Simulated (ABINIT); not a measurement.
Crystal: AgCl (Chlorargyrite).

```
Ag Cl
1.0
     0.00000    2.73500    2.73500
     2.73500    0.00000    2.73500
     2.73500    2.73500    0.00000
Ag Cl
1 1
Direct
  0.00000 0.00000 0.00000
  0.50000 0.50000 0.50000
```

* Program: ABINIT 10.8.3 (patched build)
* Task: single point
* Functional: PBE
* Potentials or basis: JTH PAW PBE v2.0
* Cutoff: 680 eV
* k mesh: 8 × 8 × 8
* Occupations: fermi-dirac, width 0.05 eV
* Spin: no spin polarisation

On this cell: pressure 3.9 GPa; largest force zero by symmetry; band gap on the k mesh 0.90 eV, indirect (least direct gap 3.31 eV).

The same run follows on a disturbed copy (atoms moved at random, drawn with an rms of 0.05 Å):

```
Ag Cl
1.0
     0.00000    2.73500    2.73500
     2.73500    0.00000    2.73500
     2.73500    2.73500    0.00000
Ag Cl
1 1
Direct
  0.98280 0.01129 0.99551
  0.49628 0.50908 0.50356
```

Q: What changes?

A: The energy moves by +1.7 meV/atom; pressure 4.0 GPa; largest force 0.112 eV/Å; band gap on the k mesh 0.89 eV, indirect (least direct gap 3.17 eV).

Forces in eV/Å, atoms in the order of the input:
```
Ag   0.013  0.095  0.057
Cl  -0.013 -0.095 -0.057
```

Stress tensor (GPa, compression positive):
```
 3.93 -0.02 -0.01
-0.02  4.16 -0.04
-0.01 -0.04  3.99
```

A k mesh can miss the band edges.
